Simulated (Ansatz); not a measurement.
Stackings of close-packed layers of KCl (capitals for K, lower case for the other element), each relaxed to a stress under 0.05 GPa; energies count from the stacking AcBaCb (Fm-3m).

These are results of Ansatz 0.2.0, DFT PBEsol, scalar-relativistic, plane waves, PAW, not measurements.

Cutoff 420 eV; k points 6×6×1 on the computed 12-atom cell (Γ-centred); Gaussian smearing, width 0.02 eV; no spin polarisation.

Start (AcBaCbAbCaBc):

```
CELL_PARAMETERS angstrom
4.41429 0.00000 0.00000
-2.20715 3.82289 0.00000
0.00000 0.00000 21.62550
ATOMIC_POSITIONS crystal
K 0.00000 0.00000 0.00000
Cl 0.66667 0.33333 0.08333
K 0.33333 0.66667 0.16667
Cl 0.00000 0.00000 0.25000
K 0.66667 0.33333 0.33333
Cl 0.33333 0.66667 0.41667
K 0.00000 0.00000 0.50000
Cl 0.33333 0.66667 0.58333
K 0.66667 0.33333 0.66667
Cl 0.00000 0.00000 0.75000
K 0.33333 0.66667 0.83333
Cl 0.66667 0.33333 0.91667
```

Task: What does the relaxation give?

Result: The free energy falls by 2 meV/atom.

- excess energy (meV/atom): 10.8
- spacing of like layers (Å): 3.683
- a (Å): 4.371
- gap on the mesh (eV): 4.95

Relaxed structure:
```
CELL_PARAMETERS angstrom
4.37118 0.00000 0.00000
-2.18559 3.78555 0.00000
0.00000 0.00000 22.09706
ATOMIC_POSITIONS crystal
K 0.00000 0.00000 0.00000
Cl 0.66667 0.33333 0.08530
K 0.33333 0.66667 0.16772
Cl 0.00000 0.00000 0.25000
K 0.66667 0.33333 0.33228
Cl 0.33333 0.66667 0.41470
K 0.00000 0.00000 0.50000
Cl 0.33333 0.66667 0.58530
K 0.66667 0.33333 0.66772
Cl 0.00000 0.00000 0.75000
K 0.33333 0.66667 0.83228
Cl 0.66667 0.33333 0.91470
```

The run took 55 s on 1 thread of Arm Neoverse V1, with other jobs on the host, peak memory 0.55 GiB.